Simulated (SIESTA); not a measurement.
# RbBr under changes of volume

One of the cells (41.053 Å³/atom); the others are scaled copies at fixed shape and fractional positions:

```xyz
2
Lattice="0.0000 3.4497 3.4497 3.4497 0.0000 3.4497 3.4497 3.4497 0.0000" Properties=species:S:1:pos:R:3 pbc="T T T"
Rb    0.0000    0.0000    0.0000
Br    3.4497    3.4497    3.4497
```

```yaml
Program: SIESTA 5.4.2
Functional: PBE
Potentials_or_basis: PseudoDojo 0.4 standard (PBE files)
Basis: DZP (energy shift 0.002 Ry; d shell added on Rb)
Grid_cutoff: 500 Ry
Energy_shift: 0.002 Ry
k_mesh: 7 × 7 × 7
Occupations: fermi-dirac, width 0.05 eV
Spin: no spin polarisation
```

```csv
volume (Å³/atom),energy over the lowest point (meV/atom),pressure (GPa),gap on the mesh (eV)
37.833,33.87,2.3,4.59
38.638,23.50,1.8,4.54
39.443,15.37,1.4,4.48
41.053,4.53,0.7,4.38
41.858,?,?,?
42.663,0.00,0.2,4.29
```

**Question.** What does the run at 41.858 Å³/atom give?

**Answer.** Energy over the lowest point 1.60 meV/atom; pressure 0.5 GPa; gap on the mesh 4.33 eV.

Worked out: A Birch-Murnaghan fit of order 3 (a polynomial in V^(-2/3)) to the other rows has its minimum at 43.27 Å³/atom, just outside them, with B0 = V·E''(V) = 12.5 GPa and B' = 4.6. It gives 1.57 meV/atom at 41.858 Å³/atom, against the run's 1.60, and -dE/dV = 0.4 GPa, against 0.5. A straight line through the other rows of the gap, of slope -2.52 eV per unit of ln V (its deformation potential), gives 4.33 eV, against the run's 4.33.

Energies are extrapolated to zero smearing.

Caveats: semicore shells carry a single zeta, which can move pressures by several GPa and volumes by a few percent; the basis of atomic orbitals isn't converged, which shifts pressures, moduli and gaps; an odd mesh through Γ misses points on the zone boundary, where band edges often lie (some runs). Spin-orbit coupling on Br, Rb is left out.
